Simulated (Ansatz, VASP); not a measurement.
**Cross-check of Ba2YReO6 between VASP and Ansatz**

Aim: how closely do two programs agree when they are given the same cell, functional and k mesh? The cell is taken from a series of runs on this material, whose earlier steps may have relaxed, scaled, displaced or heated it; both programs get it as it stands.

Method: plane waves, with VASP 6.6.1 beside it; relaxation of cell and atoms at LDA, in Ansatz 0.2.0.

### Step 1. The structure

The structure is cubic, space group Fm-3m (No. 225). Conventional cell: a = 8.274 Å, b = 8.274 Å, c = 8.274 Å, α = 90.00°, β = 90.00°, γ = 90.00°. Nearest to Ba lie 12 O at 2.93 Å. Y has 6 O at 2.07 Å nearest. Nearest to Re lie 6 O at 2.07 Å. Nearest to O lie 1 Re at 2.07 Å and 1 Y at 2.07 Å and 4 Ba at 2.93 Å. Farther neighbours and most contacts between anions are not listed.

### Step 2. VASP: relaxation of cell and atoms, LDA

The relaxed volume is the usual yardstick between codes: in a stiff, nearly cubic crystal its relative difference is about their pressure difference at one cell divided by the bulk modulus.

Lines of VASP's logs that name or quote its potential files are left out, and so is its time.

File INCAR:

```
SYSTEM = Ba2YReO6
PREC = Accurate
ENCUT = 600
EDIFF = 1E-07
NELM = 120
ISMEAR = 0
SIGMA = 0.1
LREAL = .FALSE.
ALGO = Normal
GGA = CA
NBANDS = 47
LASPH = .TRUE.
LORBIT = 11
LWAVE = .FALSE.
LCHARG = .FALSE.
ISIF = 3
IBRION = 2
NSW = 80
EDIFFG = -0.005
GGA_COMPAT = .FALSE.
NELMIN = 4
KPAR = 2
```

File POSCAR:

```
Ba2YReO6
1.0
    0.0000000000      4.1370000000      4.1370000000
    4.1370000000      0.0000000000      4.1370000000
    4.1370000000      4.1370000000      0.0000000000
Ba Y Re O
2 1 1 6
Direct
    0.2500000000      0.2500000000      0.2500000000
    0.7500000000      0.7500000000      0.7500000000
    0.5000000000      0.5000000000      0.5000000000
    0.0000000000      0.0000000000      0.0000000000
    0.7500000000      0.2500000000      0.2500000000
    0.2500000000      0.7500000000      0.2500000000
    0.2500000000      0.7500000000      0.7500000000
    0.7500000000      0.2500000000      0.7500000000
    0.2500000000      0.2500000000      0.7500000000
    0.7500000000      0.7500000000      0.2500000000
```

File KPOINTS:

```
Automatic mesh
0
Gamma
6 6 6
0 0 0
```

PAW data sets: Ba_sv, Y_sv, Re and O (LDA family, release 64).

Launch:

```
> mpirun -np 2 vasp_std
```

Numbers of over 12 decimals in the logs are rounded to 6 here.

Log:

```text
[banner, memory and clock lines left out]
running    2 mpi-ranks, on    1 nodes
 distrk:  each k-point on    1 cores,    2 groups
 distr:  one band on    1 cores,    1 groups

 POSCAR found type information on POSCAR BaY ReO
 POSCAR found :  4 types and      10 ions
 LDA part: xc-table for (Slater(with rela. corr.)+CA(PZ))
 , standard interpolation
 POSCAR, INCAR and KPOINTS ok, starting setup
 FFT: planning ... GRIDC
 FFT: planning ... GRID_SOFT
 FFT: planning ... GRID
 WAVECAR not read
 entering main loop
       N       E                     dE             d eps       ncg     rms          rms(c)
DAV:   1     0.666490280305E+03    0.66649E+03   -0.40474E+04  1750   0.172E+03
DAV:   2    -0.446489942450E+02   -0.71114E+03   -0.68576E+03  2441   0.470E+02
DAV:   3    -0.996310392756E+02   -0.54982E+02   -0.54585E+02  2428   0.131E+02
DAV:   4    -0.101639375928E+03   -0.20083E+01   -0.19917E+01  2392   0.180E+01
DAV:   5    -0.101771959566E+03   -0.13258E+00   -0.13229E+00  2140   0.484E+00    0.828E+01
DAV:   6    -0.871569367405E+02    0.14615E+02   -0.11129E+02  2520   0.538E+01    0.486E+01
DAV:   7    -0.863292817285E+02    0.82766E+00   -0.25573E+01  2560   0.393E+01    0.363E+01
DAV:   8    -0.855099082811E+02    0.81937E+00   -0.47049E+00  2560   0.166E+01    0.817E+00
DAV:   9    -0.853754847700E+02    0.13442E+00   -0.67045E-01  2612   0.589E+00    0.681E-01
DAV:  10    -0.853763961750E+02   -0.91140E-03   -0.52920E-02  2480   0.112E+00    0.372E-01
DAV:  11    -0.853756139718E+02    0.78220E-03   -0.49188E-03  2414   0.521E-01    0.146E-01
DAV:  12    -0.853755017217E+02    0.11225E-03   -0.60024E-04  2554   0.148E-01    0.657E-02
DAV:  13    -0.853754978002E+02    0.39215E-05   -0.11740E-04  2367   0.719E-02    0.236E-02
DAV:  14    -0.853754977335E+02    0.66724E-07   -0.17410E-05  2409   0.336E-02    0.101E-02
DAV:  15    -0.853754966842E+02    0.10493E-05   -0.30961E-06  2392   0.124E-02    0.251E-03
DAV:  16    -0.853754966433E+02    0.40890E-07   -0.32281E-07  1752   0.415E-03
   1 F= -.85375497E+02 E0= -.85361055E+02  d E =-.853755E+02
[... from here on, the cycles between the ionic steps are left out ...]
   2 F= -.85831832E+02 E0= -.85820361E+02  d E =-.456336E+00
   3 F= -.87041061E+02 E0= -.87027961E+02  d E =-.166556E+01
   4 F= -.87040766E+02 E0= -.87027705E+02  d E =-.166527E+01
   5 F= -.87040767E+02 E0= -.87027270E+02  d E =-.615650E-06
   6 F= -.87049041E+02 E0= -.87035764E+02  d E =-.827538E-02
   7 F= -.87049039E+02 E0= -.87035766E+02  d E =-.827288E-02
   8 F= -.87049045E+02 E0= -.87035765E+02  d E =-.604616E-05
 trial-energy change:   -0.000006  1 .order   -0.000006   -0.000039    0.000028
 step:   0.4818(harm=  0.4818)  dis= 0.00032  next Energy=   -87.049050 (dE=-0.115E-04)
 bond charge predicted
       N       E                     dE             d eps       ncg     rms          rms(c)
DAV:   1    -0.870490480574E+02   -0.31803E-05   -0.16582E-03  1560   0.193E-01    0.380E-02
DAV:   2    -0.870490507617E+02   -0.27043E-05   -0.43511E-05  2306   0.474E-02    0.370E-02
DAV:   3    -0.870490506350E+02    0.12676E-06   -0.10839E-06  2208   0.496E-03    0.242E-02
DAV:   4    -0.870490505066E+02    0.12840E-06   -0.45322E-07  1773   0.406E-03    0.445E-03
DAV:   5    -0.870490505153E+02   -0.87239E-08   -0.99230E-08  1122   0.185E-03
   9 F= -.87049051E+02 E0= -.87035774E+02  d E =-.116259E-04
 curvature:  -0.27 expect dE=-0.207E-05 dE for cont linesearch -0.660E-09
 trial: gam=-0.07218 g(F)=  0.489E-07 g(S)=  0.751E-05 ort = 0.362E-06 (trialstep = 0.753E+00)
 search vector abs. value=  0.779E-05
 reached required accuracy - stopping structural energy minimisation
```

Parts of OUTCAR (step 2):

```text
ion  position               nearest neighbor table
   1  0.250  0.250  0.250-   5 2.93   6 2.93   9 2.93   7 2.93   8 2.93   9 2.93   6 2.93   7 2.93
                            10 2.93   5 2.93   8 2.93  10 2.93   4 3.58   4 3.58   3 3.58   4 3.58
   2  0.750  0.750  0.750-   7 2.93   8 2.93  10 2.93   5 2.93   6 2.93  10 2.93   5 2.93   8 2.93
                             9 2.93   6 2.93   7 2.93   9 2.93   3 3.58   3 3.58   4 3.58   3 3.58
   3  0.500  0.500  0.500-   5 2.07   6 2.07   7 2.07   8 2.07   9 2.07  10 2.07   1 3.58   1 3.58
                             1 3.58   2 3.58   2 3.58   2 3.58   2 3.58   1 3.58
   4  0.000  0.000  0.000-   5 2.07   6 2.07   7 2.07   8 2.07   9 2.07  10 2.07   2 3.58   2 3.58
                             2 3.58   1 3.58   1 3.58   1 3.58   2 3.58   1 3.58
   5  0.750  0.250  0.250-   3 2.07   4 2.07   1 2.93   2 2.93   2 2.93   1 2.93
   6  0.250  0.750  0.250-   3 2.07   4 2.07   1 2.93   2 2.93   1 2.93   2 2.93
   7  0.250  0.750  0.750-   3 2.07   4 2.07   2 2.93   1 2.93   1 2.93   2 2.93
   8  0.750  0.250  0.750-   3 2.07   4 2.07   2 2.93   1 2.93   2 2.93   1 2.93
   9  0.250  0.250  0.750-   3 2.07   4 2.07   1 2.93   1 2.93   2 2.93   2 2.93
  10  0.750  0.750  0.250-   3 2.07   4 2.07   2 2.93   2 2.93   1 2.93   1 2.93

  LATTYP: Found a face centered cubic cell.
 ALAT       =     8.2740000000

 Subroutine GETGRP returns: Found 48 space group operations
 (whereof 48 operations were pure point group operations)

The static configuration has the point symmetry O_h .

 Found     16 irreducible k-points:

   k-points           NKPTS =     16   k-points in BZ     NKDIM =     16   number of bands    NBANDS=     47

   dimension x,y,z NGX =    48 NGY =   48 NGZ =   48
   dimension x,y,z NGXF=    96 NGYF=   96 NGZF=   96

   ENCUT  =  600.0 eV  44.10 Ry    6.64 a.u.  11.69 11.69 11.69*2*pi/ulx,y,z

   NELECT =      74.0000    total number of electrons

 k-points in reciprocal lattice and weights: Automatic mesh
   0.00000000  0.00000000  0.00000000       0.005
   0.16666667  0.00000000  0.00000000       0.037
   0.33333333  0.00000000  0.00000000       0.037
   0.50000000  0.00000000  0.00000000       0.019
   0.16666667  0.16666667  0.00000000       0.028
   0.33333333  0.16666667  0.00000000       0.111
   0.50000000  0.16666667  0.00000000       0.111
  -0.33333333  0.16666667  0.00000000       0.111
  -0.16666667  0.16666667  0.00000000       0.056
[...]
-0.33333333  0.33333333  0.16666667       0.111
  -0.33333333  0.50000000  0.16666667       0.056

 average (electrostatic) potential at core
       1 -33.9161       2 -33.9161       3 -34.2926       4 -44.7835       5 -71.9698
       6 -71.9698       7 -71.9698       8 -71.9698       9 -71.9698      10 -71.9698

 E-fermi :   5.0608

 k-point     1 :       0.0000    0.0000    0.0000
  band No.  band energies     occupation
    ...
     35       2.2505      2.00000
     36       2.2505      2.00000
     37       4.4678      2.00000
     38       4.4678      2.00000
     39       4.4678      2.00000
     40       6.9330      0.00000
     41       6.9330      0.00000
     42       8.3474      0.00000
     43       8.5034      0.00000
     44       8.5034      0.00000
    ...

 k-point     2 :       0.1667    0.0000    0.0000
  band No.  band energies     occupation
    ...
     35       2.0979      2.00000
     36       2.1780      2.00000
     37       4.6297      2.00000
     38       4.7055      2.00000
     39       4.7055      2.00000
     40       7.2927      0.00000
     41       7.2927      0.00000
     42       8.4391      0.00000
     43       8.6130      0.00000
     44       8.6130      0.00000
    ...

 k-point     3 :       0.3333    0.0000    0.0000
  band No.  band energies     occupation
    ...
     35       1.8113      2.00000
     36       1.9952      2.00000
     37       5.0036      1.58131
     38       5.0980      0.59865
     39       5.0980      0.59865
     40       8.1207      0.00000
     41       8.1207      0.00000
     42       8.5766      0.00000
     43       8.5766      0.00000
     44       8.6013      0.00000
    ...

  Total        0.0227810      0.0227810      0.0227810     -0.0000000      0.0000000     -0.0000000
  in kB        0.2575733      0.2575733      0.2575733     -0.0000000      0.0000000     -0.0000000
  external PRESSURE =       0.2575733 kB  Pullay stress =       0.0000000 kB

  energy-cutoff  :      600.00
  volume of cell :      141.70
      direct lattice vectors                 reciprocal lattice vectors
     0.000000000  4.137941367  4.137941367    -0.120833032  0.120833032  0.120833032
     4.137941367  0.000000000  4.137941367     0.120833032 -0.120833032  0.120833032
     4.137941367  4.137941367  0.000000000     0.120833032  0.120833032 -0.120833032

 POSITION                                       TOTAL-FORCE (eV/Angst)
 -----------------------------------------------------------------------------------
      2.06897      2.06897      2.06897        -0.000000     -0.000000     -0.000000
      6.20691      6.20691      6.20691        -0.000000      0.000000      0.000000
      4.13794      4.13794      4.13794        -0.000000      0.000000      0.000000
      0.00000      0.00000      0.00000        -0.000000      0.000000     -0.000000
      1.94620      4.13794      4.13794         0.000411      0.000000      0.000000
      4.13794      1.94620      4.13794        -0.000000      0.000411      0.000000
      6.32969      4.13794      4.13794        -0.000411      0.000000     -0.000000
      4.13794      6.32969      4.13794        -0.000000     -0.000411     -0.000000
      4.13794      4.13794      1.94620        -0.000000      0.000000      0.000411
      4.13794      4.13794      6.32969        -0.000000      0.000000     -0.000411
 -----------------------------------------------------------------------------------
    total drift:                                0.000000      0.000000      0.000000

  FREE ENERGIE OF THE ION-ELECTRON SYSTEM (eV)
  ---------------------------------------------------
  free  energy   TOTEN  =       -87.0490505153 eV

  energy  without entropy=      -87.0224968231  energy(sigma->0) =      -87.03577367

 reached required accuracy - stopping structural energy minimisation

 total charge
# of ion       s       p       d       f       tot
--------------------------------------------------
    1        2.000   5.615   0.298   0.000   7.912
    2        2.000   5.615   0.298   0.000   7.912
    3        2.205   6.664   1.278   0.214  10.362
    4        0.603   0.919   4.681   0.000   6.203
    5        1.548   3.459   0.000   0.000   5.007
    6        1.548   3.459   0.000   0.000   5.007
    7        1.548   3.459   0.000   0.000   5.007
    8        1.548   3.459   0.000   0.000   5.007
    9        1.548   3.459   0.000   0.000   5.007
   10        1.548   3.459   0.000   0.000   5.007
--------------------------------------------------
tot         16.098  39.564   6.555   0.214  62.430

[... 3 further parts left out ...]
```

CONTCAR:

```
Ba2YReO6
   1.00000000000000
     0.0000000000000000    4.1379413674055394    4.1379413674055394
     4.1379413674055394    0.0000000000000000    4.1379413674055394
     4.1379413674055394    4.1379413674055394    0.0000000000000000
  Ba              Y               Re              O
     2     1     1     6
Direct
     0.2500000000000000    0.2500000000000000    0.2500000000000000
     0.7500000000000000    0.7500000000000000    0.7500000000000000
     0.5000000000000000    0.5000000000000000    0.5000000000000000
     0.0000000000000000    0.0000000000000000    0.0000000000000000
     0.7648351995202274    0.2351648004797726    0.2351648004797726
     0.2351648004797726    0.7648351995202274    0.2351648004797726
     0.2351648004797726    0.7648351995202274    0.7648351995202274
     0.7648351995202274    0.2351648004797726    0.7648351995202274
     0.2351648004797726    0.2351648004797726    0.7648351995202274
     0.7648351995202274    0.7648351995202274    0.2351648004797726
```

This run has no spin polarisation, so a moment on Re, if there is one, isn't seen. The data set Re keeps the semicore shell frozen, which is cheaper and a little less accurate.

(Part 1 of 2 ends here.)

[Lines on the potential files, build, host, timing and source positions are cut from VASP's logs without a mark.]

[Logs are printed without paths, hosts, clocks, repeated set-up lines and the standing remarks that a program may print on its own settings, such as how far it seeks lower states.]

[Hosts, paths, dates, database ids (printed as entryN), source tags and the programs' standing remarks are cut or masked in the printed files.]
